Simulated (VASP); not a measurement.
# WSe2 in VASP: notebook, part 2 of 3

VASP 6.6.1.

## Step 3: Work function, PBEsol, non-collinear spin, zero start, spin-orbit coupling

The input, INCAR:

```
SYSTEM = WSe2
ALGO     = Normal         ! electronic algorithm
DIPOL    = 0.5 0.5 0.500
EDIFF    = 1E-6           ! SCF threshold, eV
ENCUT    = 520            ! plane-wave cutoff, eV
GGA      = PS             ! functional
GGA_COMPAT= .False.      
IDIPOL   = 3            
ISIF     = 2              ! what is computed and relaxed
ISMEAR   = 0              ! smearing method
KPAR     = 4            
LASPH    = .True.         ! aspherical terms in the spheres
LCHARG   = .True.         ! write CHGCAR
LDIPOL   = .True.       
LMAXMIX  = 4              ! l up to which the mixer works
LNONCOLLINEAR= .True.         ! non-collinear magnetism
LORBIT   = 11             ! projections on sites
LREAL    = .False.        ! projectors in reciprocal space
LSORBIT  = .True.         ! spin-orbit coupling
LVACPOTAV= .True.       
LVHAR    = .True.       
LWAVE    = .False.        ! write WAVECAR
MAGMOM   = 0 0 0 0 0 0 0 0 0 ! initial moments
NELM     = 100            ! most SCF steps
PREC     = Accurate       ! precision mode
SIGMA    = 0.03           ! smearing width, eV
```

The input, KPOINTS:

```
k-points
0
Gamma
  12 12 1
  0 0 0
```

The input, POSCAR:

```
WSe2                                    
1.0
    3.3039886887      0.0000000000      0.0000000000
   -1.6519943444      2.8613381358      0.0000000000
    0.0000000000      0.0000000000     19.3600000000
  Se              W             
     2     1
Direct
     0.6666669999999968    0.3333330000000032    0.4138853156501434
     0.6666669999999968    0.3333330000000032    0.5861146843498566
     0.3333330000000032    0.6666669999999968    0.5000000000000000
```

Potentials or basis: VASP PAW PBE potentials, release 64 (Se, W_sv).

Launch:

```sh
cat potpaw_PBE.64/Se/POTCAR potpaw_PBE.64/W_sv/POTCAR > POTCAR
mpirun -np 4 vasp_ncl > vasp.out
```

OUTCAR:

```text
SYSTEM = WSe2
   EDIFF = 1E-6
   ENCUT = 520
   GGA = PS
   ISIF = 2
   ISMEAR = 0
   LASPH = .True.
   LNONCOLLINEAR = .True.
   LORBIT = 11
   LREAL = .False.
   LSORBIT = .True.
   NELM = 100
   PREC = Accurate

 ion  position               nearest neighbor table
   1  0.667  0.333  0.414-   3 2.53   3 2.53   3 2.53
   2  0.667  0.333  0.586-   3 2.53   3 2.53   3 2.53
   3  0.333  0.667  0.500-   1 2.53   2 2.53   1 2.53   2 2.53   1 2.53   2 2.53

  LATTYP: Found a hexagonal cell.
 ALAT       =     3.3039886887
 C/A-ratio  =     5.8595842250

  Lattice vectors:

 A1 = (   3.3039886887,   0.0000000000,   0.0000000000)
 A2 = (  -1.6519943444,   2.8613381358,   0.0000000000)
 A3 = (   0.0000000000,   0.0000000000,  19.3600000000)

Analysis of symmetry for initial positions (statically):
=====================================================================
 Subroutine PRICEL returns:
 Original cell was already a primitive cell.

 Routine SETGRP: Setting up the symmetry group for a
 hexagonal supercell.

 Subroutine GETGRP returns: Found 12 space group operations
 (whereof 12 operations were pure point group operations)
 out of a pool of 24 trial point group operations.

The static configuration has the point symmetry D_3h.

Analysis of symmetry for dynamics (positions and initial velocities):
=====================================================================
 Subroutine PRICEL returns:
 Original cell was already a primitive cell.

 Routine SETGRP: Setting up the symmetry group for a
 hexagonal supercell.

 Subroutine GETGRP returns: Found 12 space group operations
 (whereof 12 operations were pure point group operations)
 out of a pool of 24 trial point group operations.

The dynamic configuration has the point symmetry D_3h.

Analysis of structural, dynamic, and magnetic symmetry:
=====================================================================
 Subroutine PRICEL returns:
 Original cell was already a primitive cell.

 Routine SETGRP: Setting up the symmetry group for a
 hexagonal supercell.

 Subroutine GETGRP returns: Found 12 space group operations
 (whereof 12 operations were pure point group operations)
 out of a pool of 24 trial point group operations.

The overall configuration has the point symmetry D_3h.

 Subroutine INISYM returns: Found 12 space group operations
 (whereof 12 operations are pure point group operations),
 and found     1 'primitive' translations

----------------------------------------------------------------------------------------

                                     Primitive cell

  volume of cell :     183.0261

  direct lattice vectors                    reciprocal lattice vectors
     3.303988689  0.000000000  0.000000000     0.302664474  0.174743416  0.000000000
    -1.651994344  2.861338136  0.000000000     0.000000000  0.349486832  0.000000000
[... 134 lines left out ...]

 Free energy of the ion-electron system (eV)
  ---------------------------------------------------
  ext. energy  EPLUGINS =         0.00000000
  ---------------------------------------------------
  free energy    TOTEN  =       -24.04553302 eV

  energy without entropy =      -24.04553302  energy(sigma->0) =      -24.04553302

 E-fermi :  -1.0942     XC(G=0):  -4.1324

 val. band max:       -1.2806229646   @ k =   0.3333   0.3333   0.0000
 cond. band min:      -0.0051091196   @ k =   0.3333   0.3333   0.0000
 fundamental gap:      1.2755138450
 Fermi energy:        -1.0942006809

 k-point     1 :       0.0000    0.0000    0.0000
  band No.  band energies     occupation
      1     -75.5111      1.00000
      2     -75.5111      1.00000
      3     -45.5874      1.00000
      4     -45.5874      1.00000
      5     -36.9433      1.00000
      6     -36.9433      1.00000
[... 877 lines left out ...]
     33       2.9259      0.00000
     34       2.9576      0.00000

 [... further k-points ...]

------------------------ aborting loop because EDIFF is reached ----------------------------------------

  FORCE on cell =-STRESS in cart. coord.  units (eV):
  Direction    XX          YY          ZZ          XY          YZ          ZX
  --------------------------------------------------------------------------------------
  -------------------------------------------------------------------------------------
  Total       -0.8161075     -0.8161075     -0.1453839      0.0000000      0.0000000      0.0000000
  in kB       -7.1440561     -7.1440561     -1.2726644      0.0000000      0.0000000      0.0000000
  external PRESSURE =      -5.1869255 kB  Pullay stress =       0.0000000 kB

 VOLUME and BASIS-vectors are now :
 -----------------------------------------------------------------------------
  energy-cutoff  :      520.00
  volume of cell :      183.03
      direct lattice vectors                 reciprocal lattice vectors
     3.303988689  0.000000000  0.000000000     0.302664474  0.174743416  0.000000000
    -1.651994344  2.861338136  0.000000000     0.000000000  0.349486832  0.000000000
     0.000000000  0.000000000 19.360000000     0.000000000  0.000000000  0.051652893

 POSITION                                       TOTAL-FORCE (eV/Angst)
 -----------------------------------------------------------------------------------
      1.65200      0.95378      8.01282        -0.000000      0.000000      0.040223
      1.65200      0.95378     11.34718        -0.000000     -0.000000     -0.040223
     -0.00000      1.90756      9.68000         0.000000      0.000000      0.000000
 -----------------------------------------------------------------------------------
    total drift:                                0.000792     -0.000457      0.000000

  FREE ENERGIE OF THE ION-ELECTRON SYSTEM (eV)
  ---------------------------------------------------
  free  energy   TOTEN  =       -24.0455330175 eV

  energy  without entropy=      -24.0455330175  energy(sigma->0) =      -24.04553302

 vacuum level on the upper side and lower side of the slab         3.653         3.653

 Spin-Orbit-Coupling matrix elements

 Ion:    1  E_soc:     -0.0429471
 l=   1
     0.0000000    -0.0069717    -0.0075800
    -0.0069717     0.0000000    -0.0069717
    -0.0075800    -0.0069717     0.0000000
 l=   2
     0.0000000     0.0000063     0.0000000     0.0000063     0.0000035
     0.0000063     0.0000000     0.0000044     0.0000126     0.0000063
     0.0000000     0.0000044     0.0000000     0.0000044     0.0000000
     0.0000063     0.0000126     0.0000044     0.0000000     0.0000063
     0.0000035     0.0000063     0.0000000     0.0000063     0.0000000
 l=   3
     0.0000000     0.0000000     0.0000000     0.0000000     0.0000000     0.0000000     0.0000000
     0.0000000     0.0000000     0.0000000     0.0000000     0.0000000     0.0000000     0.0000000
     0.0000000     0.0000000     0.0000000     0.0000000     0.0000000     0.0000000     0.0000000
     0.0000000     0.0000000     0.0000000     0.0000000     0.0000000     0.0000000     0.0000000
[... 29 lines left out ...]
 l=   2
     0.0000000    -0.0056429     0.0000000    -0.0056429    -0.0259108
    -0.0056429     0.0000000    -0.0180411    -0.0050171    -0.0056429
     0.0000000    -0.0180411     0.0000000    -0.0180411     0.0000000
    -0.0056429    -0.0050171    -0.0180411     0.0000000    -0.0056429
    -0.0259108    -0.0056429     0.0000000    -0.0056429     0.0000000
 l=   3
     0.0000000     0.0000000     0.0000000     0.0000000     0.0000000     0.0000000     0.0000000
     0.0000000     0.0000000     0.0000000     0.0000000     0.0000000     0.0000000     0.0000000
     0.0000000     0.0000000     0.0000000     0.0000000     0.0000000     0.0000000     0.0000000
     0.0000000     0.0000000     0.0000000     0.0000000     0.0000000     0.0000000     0.0000000
     0.0000000     0.0000000     0.0000000     0.0000000     0.0000000     0.0000000     0.0000000
     0.0000000     0.0000000     0.0000000     0.0000000     0.0000000     0.0000000     0.0000000
     0.0000000     0.0000000     0.0000000     0.0000000     0.0000000     0.0000000     0.0000000

 total charge

# of ion       s       p       d       tot
------------------------------------------
    1        1.474   2.345   0.069   3.888
    2        1.474   2.345   0.069   3.888
    3        2.312   6.283   3.394  11.989
--------------------------------------------------
tot          5.261  10.974   3.531  19.766

 magnetization (x)

# of ion       s       p       d       tot
------------------------------------------
    1        0.000   0.000  -0.000  -0.000
    2       -0.000  -0.000   0.000  -0.000
    3        0.000  -0.000   0.000  -0.000
--------------------------------------------------
tot         -0.000  -0.000   0.000  -0.000

 magnetization (y)

# of ion       s       p       d       tot
------------------------------------------
    1        0.000  -0.000  -0.000  -0.000
    2        0.000   0.000   0.000   0.000
    3        0.000   0.000   0.000   0.000
--------------------------------------------------
tot          0.000   0.000  -0.000  -0.000

 magnetization (z)

# of ion       s       p       d       tot
------------------------------------------
    1        0.000  -0.000   0.000  -0.000
    2        0.000  -0.000   0.000  -0.000
    3       -0.000  -0.000   0.000  -0.000
--------------------------------------------------
tot         -0.000  -0.000   0.000  -0.000
```

Wall time 3.9 min (4 MPI ranks of Intel Xeon Platinum 8559C (Emerald Rapids), shared host); peak memory 1.1 GiB.

Results:

```
Free energy                                           : -24.0455 eV
Largest force                                         : 0.040 eV/Å
Net moment                                            : 0.00 μB per cell
Valence electrons inside the program's atomic spheres : Se 3.89; W 11.99
Work function of the upper face                       : 4.75 eV
Work function of the lower face                       : 4.75 eV
```

Forces in eV/Å, atoms in the order of the input:
```
Se   0.000  0.000  0.040
Se   0.000  0.000 -0.040
W    0.000  0.000  0.000
```

Moments on the atoms (μB; x, y, z):
```
Se  0.00 0.00 0.00
Se  0.00 0.00 0.00
W   0.00 0.00 0.00
```

Caveat: the PAW data sets were made with another functional, which shifts forces and pressure a little.

[end of part 2 of 3]
